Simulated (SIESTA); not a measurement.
Wanted: the native input for a SIESTA 5.4.2 run.

- Task: single point
- Functional: PBE
- Potentials or basis: PseudoDojo 0.4 standard (PBE files)
- Basis: SZP (energy shift 0.003 Ry)
- Grid cutoff: 800 Ry
- Energy shift: 0.003 Ry
- k mesh: 13 × 13 × 13
- Occupations: fermi-dirac, width 0.05 eV
- Spin: no spin polarisation

Crystal: BN.

```xyz
2
Lattice="0.0000 1.8130 1.8130 1.8130 0.0000 1.8130 1.8130 1.8130 0.0000" Properties=species:S:1:pos:R:3 pbc="T T T"
N     0.9065    0.9065    0.9065
B     0.0000    0.0000    0.0000
```

The cell is a database's computed one.

These files were run (other wordings do the same):

BN.fdf

```
SystemName                      BN
SystemLabel                     BN
NumberOfSpecies                 2
NumberOfAtoms                   2
%block ChemicalSpeciesLabel
  1   7 N
  2   5 B
%endblock ChemicalSpeciesLabel

LatticeConstant                 1.0 Ang
%block LatticeVectors
     0.0000000000     1.8130010000     1.8130010000
     1.8130010000     0.0000000000     1.8130010000
     1.8130010000     1.8130010000     0.0000000000
%endblock LatticeVectors
AtomicCoordinatesFormat         Fractional
%block AtomicCoordinatesAndAtomicSpecies
     0.2500000000     0.2500000000     0.2500000000  1  N
     0.0000000000     0.0000000000     0.0000000000  2  B
%endblock AtomicCoordinatesAndAtomicSpecies

%block kgrid.MonkhorstPack
   13   0   0  0.0
    0  13   0  0.0
    0   0  13  0.0
%endblock kgrid.MonkhorstPack
XC.Functional                   GGA
XC.Authors                      PBE
PAO.BasisSize                   SZP
PAO.EnergyShift                 0.003 Ry
Mesh.Cutoff                     800 Ry
OccupationFunction              FD
ElectronicTemperature           0.05 eV
MaxSCFIterations                120
SCF.MustConverge                false
SCF.Mixer.Method                Pulay
SCF.Mixer.Weight                0.25
SCF.Mixer.History               8
SCF.DM.Tolerance                5.0e-05
SCF.H.Tolerance                 1.0e-03 eV
WriteForces                     true
Charge.Mulliken                 end
```

Potentials or basis: PseudoDojo 0.4 standard (PBE files), SZP (energy shift 0.003 Ry).

Command:

```sh
$ siesta < BN.fdf > BN.out 2>&1
```

Results of the run:

```yaml
Pressure: 11.5 GPa
Band_gap_on_the_k_mesh: 4.82 eV, indirect (least direct gap 8.92 eV)
```

Caveat: an odd mesh through Γ misses points on the zone boundary, where band edges often lie; the basis of atomic orbitals isn't converged, which shifts pressures, moduli and gaps.

Run time: 46 s on 1 thread of Arm Neoverse V2, on a shared host, peak memory 0.22 GiB.
